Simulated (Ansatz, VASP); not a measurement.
Te: VASP beside Ansatz

```
Te
1.0
     4.45400    0.00000    0.00000
    -2.22700    3.85728    0.00000
     0.00000    0.00000    5.92400
Te
3
Cartesian
  1.6178 2.8015 -0.0059
  -0.5910 1.0740 3.9915
  1.1950 0.0424 1.9730
```

Change from the starting cell: atoms moved at random, drawn with an rms of 0.05 Å.

Alike in both runs: task single point; functional PBE; k mesh 7 × 7 × 5; occupations fermi-dirac, width 0.05 eV; no spin polarisation.

|  | VASP | Ansatz |
| --- | --- | --- |
| version | VASP 6.6.1 | Ansatz 0.2.0 |
| potentials or method | VASP PAW PBE potentials, release 64 (Te) | Ansatz PAW |
| plane-wave cutoff (eV) | 520 | 420 |
| valence electrons in the cell | 18 | 48 |

VASP gave:

- gap on the k mesh at the Fermi level (eV): 0.48
- least direct gap on the mesh (eV): 0.70
- pressure (GPa): 1.1
- largest component of the traceless stress (GPa): 0.23
- rms of the force components (eV/Å): 0.097

**Question.** What did Ansatz give for the same quantities?

**Answer.** gap on the k mesh at the Fermi level (eV): 0.49; least direct gap on the mesh (eV): 0.71; pressure (GPa): 1.1; largest component of the traceless stress (GPa): 0.21; rms of the force components (eV/Å): 0.094.

Atom by atom the forces differ by 0.006 eV/Å (rms over components). With one functional, cell and mesh, what is left measures potentials, basis and numerics. The two sets of potentials don't hold the same shells in valence.

Caveats: spin-orbit coupling is left out, which moves the levels of the heavy elements; an odd mesh through Γ misses points on the zone boundary, where band edges often lie (VASP); odd divisions of the mesh miss points on the zone boundary, where band edges often lie, so the gap on the mesh can be too wide (Ansatz).
